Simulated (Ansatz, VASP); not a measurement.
**One calculation of K, two programs**

File INCAR:

```
  PREC = Accurate
  ENCUT = 520
  EDIFF = 1E-7
  ISMEAR = -1
  SIGMA = 0.1
  LREAL = F
  LASPH = T
  NELM = 100
  ALGO = Normal
  ISIF = 2
  LWAVE = F
  LCHARG = F
  GGA = RE
  NBANDS = 10
```

File KPOINTS:

```
regular mesh
0
Gamma
  8 8 8
```

File POSCAR:

```
K
1.0
    4.5780299139      0.0000000000      0.0000000000
    0.0000000000      4.5780299139      0.0000000000
    0.0000000000      0.0000000000      4.5780299139
K
1
Direct
    0.0000000000      0.0000000000      0.0000000000
```

Input for Ansatz:

```yaml
crystal:
  lattice:
    - [4.5780299139, 0.0, 0.0]
    - [0.0, 4.5780299139, 0.0]
    - [0.0, 0.0, 4.5780299139]
  atoms:
    - { symbol: K, position: [0.0, 0.0, 0.0] }
hamiltonian:
  xc: revpbe
  pseudopotentials:
    kind: paw
    azcp:
      K: "pseudopotentials/K.paw.azcp"
basis:
  ecutwfc: 420
  fft_grid_basis: typed
kpoints:
  mp_grid: { grid: [8, 8, 8], shift: [0, 0, 0] }
magnetization:
  spin_polarized: false
scf:
  occupations: { method: fermi_dirac, width: 0.1 }
  lower_state_search: "off"
output:
  stress: true
  write_density: true
  write_potential: true
  elf: true
  volumetric_format: npy
```

Alike in both runs: task single point; functional revPBE; k mesh 8 × 8 × 8; occupations fermi-dirac, width 0.1 eV; no spin polarisation.

|  | VASP | Ansatz |
| --- | --- | --- |
| version | VASP 6.6.1 | Ansatz 0.2.0 |
| potentials or method | VASP PAW PBE potentials, release 64 (K_sv) | plane waves (420 eV) with PAW, scalar-relativistic |
| plane-wave cutoff (eV) | 520 | 420 |
| valence electrons in the cell | 9 | 9 |

|  | VASP | Ansatz | Ansatz less VASP |
| --- | --- | --- | --- |
| pressure (GPa) | -0.2 | -0.2 | +0.01 |

Caveats: the PAW data sets were made with another functional, which shifts forces and pressure a little (VASP).
